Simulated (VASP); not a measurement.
A run of VASP 6.6.1 is set up as follows.

Contents of INCAR:

```
  ALGO = Normal
  EDIFF = 1E-7
  EDIFFG = -0.01
  ENCUT = 600
  IBRION = 2
  ISIF = 2
  ISMEAR = 0
  LASPH = T
  LCHARG = F
  LREAL = F
  LWAVE = F
  NELM = 80
  NSW = 40
  PREC = Accurate
  SIGMA = 0.03
```

KPOINTS

```
k-points
0
Gamma
  10 10 10
```

POSCAR

```
Si                                      
1.0
    0.0000000000      2.6833626095      2.6833626095
    2.6833626095      0.0000000000      2.6833626095
    2.6833626095      2.6833626095      0.0000000000
  Si            
     2
Direct
     0.7500000000000000    0.7500000000000000    0.7500000000000000
     0.5000000000000000    0.5000000000000000    0.5000000000000000
```

Potentials or basis: VASP PAW LDA potentials, release 64 (Si).

The run is started by

```bash
$ cat potpaw_LDA.64/Si/POTCAR > POTCAR
$ mpirun -np 1 vasp_std > vasp.out
```

Question: Estimate the band gap on the k mesh.

Answer: 0.42 eV, indirect (least direct gap 2.54 eV).

Final structure:
```
CELL_PARAMETERS angstrom
0.00000 2.68336 2.68336
2.68336 0.00000 2.68336
2.68336 2.68336 0.00000
ATOMIC_POSITIONS crystal
Si 0.75000 0.75000 0.75000
Si 0.50000 0.50000 0.50000
```

Caveat: the relaxation stopped at its first step, so nothing moved. A k mesh can miss the band edges.
